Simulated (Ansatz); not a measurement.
The system is Te2Mo.

```
Te Mo
1.0
     6.33000    0.00000    0.00000
     0.00000    3.46900    0.00000
    -0.94679    0.00000   13.82762
Te Mo
8 4
Direct
  0.94370 0.75000 0.60450
  0.05630 0.25000 0.39550
  0.90300 0.25000 0.85140
  0.09700 0.75000 0.14860
  0.41120 0.75000 0.89550
  0.58880 0.25000 0.10450
  0.44320 0.25000 0.64840
  0.55680 0.75000 0.35160
  0.81670 0.75000 0.99260
  0.18330 0.25000 0.00740
  0.68190 0.25000 0.49340
  0.31810 0.75000 0.50660
```

Base run:

| Quantity | Value |
| --- | --- |
| Program | Ansatz 0.2.0 |
| Functional | LDA |
| Potentials or basis | Ansatz PAW |
| Cutoff | 420 eV (not typed: the program's choice for these potentials) |
| k mesh | 3 × 6 × 2 |
| Occupations | fermi-dirac, width 0.05 eV |
| Spin | no spin polarisation |
| Hubbard terms | Mo d U = 8 eV |

Its results: band gap on the k mesh none (metal or under the smearing width); pressure 0.7 GPa; largest force 0.702 eV/Å.

**Question.** The run is repeated on the same cell with these changes: hubbard terms from Mo d U = 8 eV to Mo d U = 6 eV. What comes out?

**Answer.** Band gap on the k mesh none (metal or under the smearing width); pressure -2.1 GPa; largest force 0.466 eV/Å.

Caveats: U without spin polarisation on a metal has little footing; the PAW data sets come from PBE, with cores solved anew for the run's functional, which leaves a small shift of forces and pressure; the U is typed as a test and isn't derived for this compound; the density of states is complete only up to the lowest level of the last band computed.
